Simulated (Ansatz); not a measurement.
# ZnS: a sublattice displacement scan

Aim: for ZnS, map the energy as every S atom is pushed off its site.

Computed with Ansatz 0.2.0 (DFT r2SCAN, scalar-relativistic, plane waves, PAW, unless a step's input says otherwise).

### 1 The structure to begin with

The structure is cubic, space group F-43m (No. 216). Conventional cell: a = 5.409 Å, b = 5.409 Å, c = 5.409 Å, α = 90.00°, β = 90.00°, γ = 90.00°. Around Zn (site symmetry -43m) lie 4 S at 2.34 Å. S (site symmetry -43m) is surrounded by 4 Zn at 2.34 Å.

Coordinates:

```cif
data_structure
_symmetry_space_group_name_H-M 'P 1'
_symmetry_Int_Tables_number 1
_cell_length_a 3.8250
_cell_length_b 3.8250
_cell_length_c 3.8250
_cell_angle_alpha 60.000
_cell_angle_beta 60.000
_cell_angle_gamma 60.000
_cell_volume 39.57
loop_
_atom_site_label
_atom_site_type_symbol
_atom_site_fract_x
_atom_site_fract_y
_atom_site_fract_z
_atom_site_occupancy
Zn1 Zn 0.00000 0.00000 0.00000 1
S1 S 0.75000 0.75000 0.75000 1
```

The cell is taken as given, not relaxed at this level.

### 2 Zero of energy

Reference values: F = -4233.4491 eV; pressure -0.86 GPa; largest force 0.000 eV/Å; gap on the mesh 2.65 eV. It was computed beforehand with the settings of the runs below.

### 3 Next: a sublattice displacement scan

Every S atom is moved by x along the Cartesian unit vector (0.000, -0.707, -0.707); the cell and all other atoms stay fixed. Forces below are components along that vector, summed over the moved atoms.

### 4 x = -0.100 Å

input.yaml reads:

```yaml
crystal:
  lattice:
    - [0.0, 2.70465, 2.70465]
    - [2.70465, 0.0, 2.70465]
    - [2.70465, 2.70465, 0.0]
  atoms:
    - { symbol: Zn, position: [0.0, 0.0, 0.0] }
    - { symbol: S, position: [0.7761441141, 0.75, 0.75] }
basis:
  ecutwfc: 500
kpoints:
  mp_grid: { grid: [8, 8, 8] }
hamiltonian:
  xc: r2scan
scf:
  occupations: { method: gaussian, width: 0.05 }
output:
  forces: true
  stress: true
  eigenvalues: true
```

The run is started by

```sh
$ ansatz run input.yaml --threads 1 --pin off --max-ram 2560MiB --backend cpu --events-out ev --progress --plain --runs-dir out
```

The log of the run (excerpt; [...] marks lines left out):

```text
Warning: RAYON_NUM_THREADS=1 ignored (pool sized by the plan → 1); use --threads N
[...]
Pseudopotentials: kind: paw
Pseudopotential: Zn, paw, valence charge 12, recommended cutoff 500 eV (meta_gga), Zn.paw.azcp
Pseudopotential: S, paw, valence charge 6, recommended cutoff 500 eV (meta_gga), S.paw.azcp
Functional definition: r2SCAN
[...]
Crystal: 2 atoms, lattice volume = 39.570 Å³
Basis set: ecut = 500 eV, 965 PW (Γ), exchange–correlation on 120×120×120 points (64 copies of the dense FFT grid, shifted against one another)
Bands: 13, of which v1, the nominal top of the filled ones, is band 9 counted from 1 (8 counted from 0)
Symmetry: 2 space group operations
Space group: Cm (ITA 8), of the structure as read, at distance tolerance 3.4e-5 Å
k-points: 150 of 512 (time reversal used)
[...]
SCF iter   1: F=—  HF=-4233.422980 eV  |F-HF|=—  |Δ(HF+E_count)|=         —  Δρ=1.55e-2  dr2=4.68e-2  dr2_τ=6.52e-3  ethr=1.77e-3  ⟨swp⟩=5.3  Hψ=11793  notcnv=0
[...]
SCF iter   6: F=-4233.420453 eV  HF=-4233.420453 eV  |F-HF|=7.60e-9  |Δ(HF+E_count)|=   4.01e-7  Δρ=7.52e-6  dr2=1.33e-8  dr2_τ=1.92e-9  ethr=5.56e-10  ⟨swp⟩=3.4  Hψ=8677  notcnv=0
[...]
SCF converged after 6 iterations
Free energy (F): -4233.420453 eV
[...]
E sigma→0 (E₀):  -4233.420453 eV
Fermi energy:    6.834076 eV
[...]
--- Forces (eV/Å), atoms counted from 1 ---
  atom   1  Zn     0.11527300     0.40820487     0.40820487
  atom   2  S     -0.11527794    -0.40822087    -0.40822087
[...]
--- Stress (GPa, compression-positive) ---
       -0.408619       1.549077       1.549077
        1.549077      -0.579166       0.427547
        1.549077       0.427547      -0.579166
  P = ⅓ Tr σ = -0.5223 GPa (-5.223 kbar)
--- Band table (eV; the first three rows and the last of 150) ---
  k-point 0: bands = ["-8.1949", "-1.1073", "-1.0337", "-0.9581", "-0.4993", "-0.4979", "5.3655", "5.4805", "5.5405", "8.1277", "12.3290", "12.3321", "12.4227"]
[...]
```

Wall time 27 s (1 thread of Intel Xeon at 2.50GHz (Skylake/Cascade Lake), shared host); peak memory 0.55 GiB.

### 5 Point x = 0.075 Å

input.yaml, as its differences from that of step 4:

```diff
@@ -7,3 +7,3 @@
     - { symbol: Zn, position: [0.0, 0.0, 0.0] }
-    - { symbol: S, position: [0.7761441141, 0.75, 0.75] }
+    - { symbol: S, position: [0.7303919144, 0.75, 0.75] }
 basis:
```

The run is started by

```sh
$ ansatz run input.yaml --threads 1 --pin off --max-ram 2560MiB --backend cpu --events-out ev --progress --plain --runs-dir out
```

The log of the run (excerpt; [...] marks lines left out):

```text
[...]
SCF converged after 6 iterations
Free energy (F): -4233.433033 eV
[...]
E sigma→0 (E₀):  -4233.433033 eV
Fermi energy:    6.825778 eV
[...]
--- Forces (eV/Å), atoms counted from 1 ---
  atom   1  Zn     0.06466658    -0.30385130    -0.30385130
  atom   2  S     -0.06466894     0.30386452     0.30386452
[...]
--- Stress (GPa, compression-positive) ---
       -0.607804      -1.150349      -1.150349
       -1.150349      -0.702259       0.240947
       -1.150349       0.240947      -0.702259
  P = ⅓ Tr σ = -0.6708 GPa (-6.708 kbar)
--- Band table (eV; the first three rows and the last of 150) ---
  k-point 0: bands = ["-8.1906", "-1.0811", "-1.0255", "-0.9689", "-0.4911", "-0.4904", "5.3948", "5.4761", "5.5264", "8.1251", "12.3289", "12.3358", "12.3973"]
[...]
```

Wall time 25 s (1 thread of Intel Xeon at 2.50GHz (Skylake/Cascade Lake), shared host); peak memory 0.55 GiB.

### 6 Point x = -0.050 Å

input.yaml, as its differences from that of step 5:

```diff
@@ -7,3 +7,3 @@
     - { symbol: Zn, position: [0.0, 0.0, 0.0] }
-    - { symbol: S, position: [0.7303919144, 0.75, 0.75] }
+    - { symbol: S, position: [0.763072057, 0.75, 0.75] }
 basis:
```

The run is started by

```sh
$ ansatz run input.yaml --threads 1 --pin off --max-ram 2560MiB --backend cpu --events-out ev --progress --plain --runs-dir out
```

The log of the run (excerpt; [...] marks lines left out):

```text
Warning: RAYON_NUM_THREADS=1 ignored (pool sized by the plan → 1); use --threads N
[...]
Pseudopotentials: kind: paw
Pseudopotential: Zn, paw, valence charge 12, recommended cutoff 500 eV (meta_gga), Zn.paw.azcp
Pseudopotential: S, paw, valence charge 6, recommended cutoff 500 eV (meta_gga), S.paw.azcp
Functional definition: r2SCAN
[...]
Crystal: 2 atoms, lattice volume = 39.570 Å³
Basis set: ecut = 500 eV, 965 PW (Γ), exchange–correlation on 120×120×120 points (64 copies of the dense FFT grid, shifted against one another)
Bands: 13, of which v1, the nominal top of the filled ones, is band 9 counted from 1 (8 counted from 0)
Symmetry: 2 space group operations
Space group: Cm (ITA 8), of the structure as read, at distance tolerance 3.4e-5 Å
k-points: 150 of 512 (time reversal used)
[...]
SCF iter   1: F=—  HF=-4233.444581 eV  |F-HF|=—  |Δ(HF+E_count)|=         —  Δρ=1.55e-2  dr2=4.69e-2  dr2_τ=6.40e-3  ethr=1.77e-3  ⟨swp⟩=5.3  Hψ=11720  notcnv=0
[...]
SCF iter   6: F=-4233.441961 eV  HF=-4233.441961 eV  |F-HF|=8.86e-9  |Δ(HF+E_count)|=   4.96e-7  Δρ=7.36e-6  dr2=1.16e-8  dr2_τ=1.75e-9  ethr=5.56e-10  ⟨swp⟩=3.4  Hψ=8689  notcnv=0
[...]
SCF converged after 6 iterations
Free energy (F): -4233.441961 eV
[...]
E sigma→0 (E₀):  -4233.441961 eV
Fermi energy:    6.816668 eV
[...]
--- Forces (eV/Å), atoms counted from 1 ---
  atom   1  Zn     0.02868494     0.20146919     0.20146919
  atom   2  S     -0.02868645    -0.20147852    -0.20147852
[...]
--- Stress (GPa, compression-positive) ---
       -0.748768       0.761438       0.761438
        0.761438      -0.790278       0.107230
        0.761438       0.107230      -0.790278
  P = ⅓ Tr σ = -0.7764 GPa (-7.764 kbar)
--- Band table (eV; the first three rows and the last of 150) ---
  k-point 0: bands = ["-8.1875", "-1.0569", "-1.0197", "-0.9820", "-0.4853", "-0.4849", "5.4221", "5.4730", "5.5100", "8.1233", "12.3300", "12.3407", "12.3757"]
[...]
```

Run time: 28 s. Hardware: 1 thread of Intel Xeon at 2.50GHz (Skylake/Cascade Lake), shared host; peak memory 0.55 GiB.

### 7 x = 0.025 Å

input.yaml, as its differences from that of step 6:

```diff
@@ -7,3 +7,3 @@
     - { symbol: Zn, position: [0.0, 0.0, 0.0] }
-    - { symbol: S, position: [0.763072057, 0.75, 0.75] }
+    - { symbol: S, position: [0.7434639715, 0.75, 0.75] }
 basis:
```

The run is started by

```sh
$ ansatz run input.yaml --threads 1 --pin off --max-ram 2560MiB --backend cpu --events-out ev --progress --plain --runs-dir out
```

The log of the run (excerpt; [...] marks lines left out):

```text
Warning: RAYON_NUM_THREADS=1 ignored (pool sized by the plan → 1); use --threads N
[...]
Pseudopotentials: kind: paw
Pseudopotential: Zn, paw, valence charge 12, recommended cutoff 500 eV (meta_gga), Zn.paw.azcp
Pseudopotential: S, paw, valence charge 6, recommended cutoff 500 eV (meta_gga), S.paw.azcp
Functional definition: r2SCAN
[...]
Crystal: 2 atoms, lattice volume = 39.570 Å³
Basis set: ecut = 500 eV, 965 PW (Γ), exchange–correlation on 120×120×120 points (64 copies of the dense FFT grid, shifted against one another)
Bands: 13, of which v1, the nominal top of the filled ones, is band 9 counted from 1 (8 counted from 0)
Symmetry: 2 space group operations
Space group: Cm (ITA 8), of the structure as read, at distance tolerance 3.4e-5 Å
k-points: 150 of 512 (time reversal used)
[...]
SCF iter   1: F=—  HF=-4233.449935 eV  |F-HF|=—  |Δ(HF+E_count)|=         —  Δρ=1.55e-2  dr2=4.69e-2  dr2_τ=6.37e-3  ethr=1.77e-3  ⟨swp⟩=5.3  Hψ=11684  notcnv=0
[...]
SCF iter   6: F=-4233.447295 eV  HF=-4233.447295 eV  |F-HF|=9.67e-9  |Δ(HF+E_count)|=   6.02e-7  Δρ=7.36e-6  dr2=1.10e-8  dr2_τ=1.67e-9  ethr=5.56e-10  ⟨swp⟩=3.5  Hψ=8757  notcnv=0
[...]
SCF converged after 6 iterations
Free energy (F): -4233.447295 eV
[...]
E sigma→0 (E₀):  -4233.447295 eV
Fermi energy:    6.806774 eV
[...]
--- Forces (eV/Å), atoms counted from 1 ---
  atom   1  Zn     0.00716193    -0.10040357    -0.10040357
  atom   2  S     -0.00716362     0.10040847     0.10040847
[...]
--- Stress (GPa, compression-positive) ---
       -0.832818      -0.379078      -0.379078
       -0.379078      -0.843124       0.026825
       -0.379078       0.026825      -0.843124
  P = ⅓ Tr σ = -0.8397 GPa (-8.397 kbar)
--- Band table (eV; the first three rows and the last of 150) ---
  k-point 0: bands = ["-8.1856", "-1.0349", "-1.0162", "-0.9973", "-0.4818", "-0.4817", "5.4473", "5.4711", "5.4914", "8.1222", "12.3352", "12.3436", "12.3581"]
[...]
```

Wall time 30 s (1 thread of Intel Xeon at 2.50GHz (Skylake/Cascade Lake), shared host); peak memory 0.55 GiB.

### 8 Point x = 0.087 Å

input.yaml, as its differences from that of step 7:

```diff
@@ -7,3 +7,3 @@
     - { symbol: Zn, position: [0.0, 0.0, 0.0] }
-    - { symbol: S, position: [0.7434639715, 0.75, 0.75] }
+    - { symbol: S, position: [0.7271239002, 0.75, 0.75] }
 basis:
```

The run is started by

```sh
$ ansatz run input.yaml --threads 1 --pin off --max-ram 2560MiB --backend cpu --events-out ev --progress --plain --runs-dir out
```

The log of the run (excerpt; [...] marks lines left out):

```text
Warning: RAYON_NUM_THREADS=1 ignored (pool sized by the plan → 1); use --threads N
[...]
Pseudopotentials: kind: paw
Pseudopotential: Zn, paw, valence charge 12, recommended cutoff 500 eV (meta_gga), Zn.paw.azcp
Pseudopotential: S, paw, valence charge 6, recommended cutoff 500 eV (meta_gga), S.paw.azcp
Functional definition: r2SCAN
[...]
Crystal: 2 atoms, lattice volume = 39.570 Å³
Basis set: ecut = 500 eV, 965 PW (Γ), exchange–correlation on 120×120×120 points (64 copies of the dense FFT grid, shifted against one another)
Bands: 13, of which v1, the nominal top of the filled ones, is band 9 counted from 1 (8 counted from 0)
Symmetry: 2 space group operations
Space group: Cm (ITA 8), of the structure as read, at distance tolerance 3.4e-5 Å
k-points: 150 of 512 (time reversal used)
[...]
SCF iter   1: F=—  HF=-4233.429767 eV  |F-HF|=—  |Δ(HF+E_count)|=         —  Δρ=1.55e-2  dr2=4.68e-2  dr2_τ=6.48e-3  ethr=1.77e-3  ⟨swp⟩=5.3  Hψ=11782  notcnv=0
[...]
SCF iter   6: F=-4233.427204 eV  HF=-4233.427204 eV  |F-HF|=7.97e-9  |Δ(HF+E_count)|=   4.21e-7  Δρ=7.50e-6  dr2=1.28e-8  dr2_τ=1.86e-9  ethr=5.56e-10  ⟨swp⟩=3.4  Hψ=8658  notcnv=0
[...]
SCF converged after 6 iterations
Free energy (F): -4233.427204 eV
[...]
E sigma→0 (E₀):  -4233.427204 eV
Fermi energy:    6.830029 eV
[...]
--- Forces (eV/Å), atoms counted from 1 ---
  atom   1  Zn     0.08812864    -0.35574097    -0.35574097
  atom   2  S     -0.08813311     0.35575534     0.35575534
[...]
--- Stress (GPa, compression-positive) ---
       -0.515590      -1.348282      -1.348282
       -1.348282      -0.645090       0.327670
       -1.348282       0.327670      -0.645090
  P = ⅓ Tr σ = -0.6019 GPa (-6.019 kbar)
--- Band table (eV; the first three rows and the last of 150) ---
  k-point 0: bands = ["-8.1926", "-1.0940", "-1.0293", "-0.9632", "-0.4949", "-0.4939", "5.3804", "5.4781", "5.5337", "8.1263", "12.3300", "12.3326", "12.4095"]
[...]
```

Wall time 28 s (1 thread of Intel Xeon at 2.50GHz (Skylake/Cascade Lake), shared host); peak memory 0.55 GiB.

### 9 At x = 0.062 Å

input.yaml, as its differences from that of step 8:

```diff
@@ -7,3 +7,3 @@
     - { symbol: Zn, position: [0.0, 0.0, 0.0] }
-    - { symbol: S, position: [0.7271239002, 0.75, 0.75] }
+    - { symbol: S, position: [0.7336599287, 0.75, 0.75] }
 basis:
```

The run is started by

```sh
$ ansatz run input.yaml --threads 1 --pin off --max-ram 2560MiB --backend cpu --events-out ev --progress --plain --runs-dir out
```

The log of the run (excerpt; [...] marks lines left out):

```text
[...]
SCF converged after 6 iterations
Free energy (F): -4233.437950 eV
[...]
E sigma→0 (E₀):  -4233.437950 eV
Fermi energy:    6.821323 eV
[...]
--- Forces (eV/Å), atoms counted from 1 ---
  atom   1  Zn     0.04485907    -0.25245447    -0.25245447
  atom   2  S     -0.04486285     0.25246565     0.25246565
[...]
--- Stress (GPa, compression-positive) ---
       -0.685465      -0.954871      -0.954871
       -0.954871      -0.750659       0.167450
       -0.954871       0.167450      -0.750659
  P = ⅓ Tr σ = -0.7289 GPa (-7.289 kbar)
--- Band table (eV; the first three rows and the last of 150) ---
  k-point 0: bands = ["-8.1888", "-1.0688", "-1.0223", "-0.9751", "-0.4879", "-0.4874", "5.4087", "5.4744", "5.5185", "8.1241", "12.3289", "12.3385", "12.3860"]
[...]
```

It took 30 s on 1 thread of Intel Xeon at 2.50GHz (Skylake/Cascade Lake), shared host; peak memory 0.55 GiB.

### 10 x = 0.037 Å

input.yaml, as its differences from that of step 9:

```diff
@@ -7,3 +7,3 @@
     - { symbol: Zn, position: [0.0, 0.0, 0.0] }
-    - { symbol: S, position: [0.7336599287, 0.75, 0.75] }
+    - { symbol: S, position: [0.7401959572, 0.75, 0.75] }
 basis:
```

The run is started by

```sh
$ ansatz run input.yaml --threads 1 --pin off --max-ram 2560MiB --backend cpu --events-out ev --progress --plain --runs-dir out
```

The log of the run (excerpt; [...] marks lines left out):

```text
[...]
SCF converged after 6 iterations
Free energy (F): -4233.445075 eV
[...]
E sigma→0 (E₀):  -4233.445075 eV
Fermi energy:    6.811817 eV
[...]
--- Forces (eV/Å), atoms counted from 1 ---
  atom   1  Zn     0.01612397    -0.15081213    -0.15081213
  atom   2  S     -0.01612535     0.15082064     0.15082064
[...]
--- Stress (GPa, compression-positive) ---
       -0.797845      -0.569641      -0.569641
       -0.569641      -0.821102       0.060346
       -0.569641       0.060346      -0.821102
  P = ⅓ Tr σ = -0.8133 GPa (-8.133 kbar)
--- Band table (eV; the first three rows and the last of 150) ---
  k-point 0: bands = ["-8.1864", "-1.0456", "-1.0176", "-0.9894", "-0.4832", "-0.4830", "5.4350", "5.4719", "5.5010", "8.1227", "12.3321", "12.3424", "12.3664"]
[...]
```

Run time: 30 s. Hardware: 1 thread of Intel Xeon at 2.50GHz (Skylake/Cascade Lake), shared host; peak memory 0.55 GiB.

### 11 Point x = 0.013 Å

input.yaml, as its differences from that of step 10:

```diff
@@ -7,3 +7,3 @@
     - { symbol: Zn, position: [0.0, 0.0, 0.0] }
-    - { symbol: S, position: [0.7401959572, 0.75, 0.75] }
+    - { symbol: S, position: [0.7467319857, 0.75, 0.75] }
 basis:
```

The run is started by

```sh
$ ansatz run input.yaml --threads 1 --pin off --max-ram 2560MiB --backend cpu --events-out ev --progress --plain --runs-dir out
```

The log of the run (excerpt; [...] marks lines left out):

```text
Warning: RAYON_NUM_THREADS=1 ignored (pool sized by the plan → 1); use --threads N
[...]
Pseudopotentials: kind: paw
Pseudopotential: Zn, paw, valence charge 12, recommended cutoff 500 eV (meta_gga), Zn.paw.azcp
Pseudopotential: S, paw, valence charge 6, recommended cutoff 500 eV (meta_gga), S.paw.azcp
Functional definition: r2SCAN
[...]
Crystal: 2 atoms, lattice volume = 39.570 Å³
Basis set: ecut = 500 eV, 965 PW (Γ), exchange–correlation on 120×120×120 points (64 copies of the dense FFT grid, shifted against one another)
Bands: 13, of which v1, the nominal top of the filled ones, is band 9 counted from 1 (8 counted from 0)
Symmetry: 2 space group operations
Space group: Cm (ITA 8), of the structure as read, at distance tolerance 3.4e-5 Å
k-points: 150 of 512 (time reversal used)
[...]
SCF iter   1: F=—  HF=-4233.451271 eV  |F-HF|=—  |Δ(HF+E_count)|=         —  Δρ=1.55e-2  dr2=4.69e-2  dr2_τ=6.36e-3  ethr=1.77e-3  ⟨swp⟩=5.3  Hψ=11677  notcnv=0
[...]
SCF iter   6: F=-4233.448626 eV  HF=-4233.448626 eV  |F-HF|=9.66e-9  |Δ(HF+E_count)|=   5.96e-7  Δρ=7.30e-6  dr2=1.08e-8  dr2_τ=1.67e-9  ethr=5.56e-10  ⟨swp⟩=3.6  Hψ=8759  notcnv=0
[...]
SCF converged after 6 iterations
Free energy (F): -4233.448626 eV
[...]
E sigma→0 (E₀):  -4233.448626 eV
Fermi energy:    6.801544 eV
[...]
--- Forces (eV/Å), atoms counted from 1 ---
  atom   1  Zn     0.00178920    -0.05016021    -0.05016021
  atom   2  S     -0.00178991     0.05016279     0.05016279
[...]
--- Stress (GPa, compression-positive) ---
       -0.853777      -0.189333      -0.189333
       -0.189333      -0.856345       0.006701
       -0.189333       0.006701      -0.856345
  P = ⅓ Tr σ = -0.8555 GPa (-8.555 kbar)
--- Band table (eV; the first three rows and the last of 150) ---
  k-point 0: bands = ["-8.1851", "-1.0247", "-1.0153", "-1.0059", "-0.4809", "-0.4809", "5.4592", "5.4706", "5.4812", "8.1219", "12.3394", "12.3444", "12.3509"]
[...]
```

It took 22 s on 1 thread of Intel Xeon at 2.50GHz (Skylake/Cascade Lake), shared host; peak memory 0.55 GiB.

### 12 Results of the scan

The scan, with free energies counted from the undisturbed cell:

```
 x (Å)  ΔE (meV/cell)  force on the moved atoms (eV/Å)  pressure (GPa)  gap on the mesh (eV)
-0.100           28.6                            0.577            -0.5                  2.59
-0.050            7.1                            0.285            -0.8                  2.61
 0.000            0.0                            0.000            -0.9                  2.65
 0.013            0.4                           -0.071            -0.9                  2.64
 0.025            1.8                           -0.142            -0.8                  2.63
 0.037            4.0                           -0.213            -0.8                  2.62
 0.062           11.1                           -0.357            -0.7                  2.61
 0.075           16.0                           -0.430            -0.7                  2.60
 0.087           21.9                           -0.503            -0.6                  2.59
```

Not run, since symmetry makes them alike: 0.100 repeats -0.100, -0.075 repeats 0.075, 0.050 repeats -0.050, -0.025 repeats 0.025. Energy, pressure and gap are the same there.

### 13 Summary of results

| quantity | value |
| --- | --- |
| force constant along x, from the points at -0.050, 0 and 0.013 Å | 5.68 eV/Å² |

In words: The restoring force grows by 5.68 eV/Å per Å near the site. The undisturbed cell stays the lowest of the sampled points. The gap on the mesh stays between 2.59 and 2.65 eV.
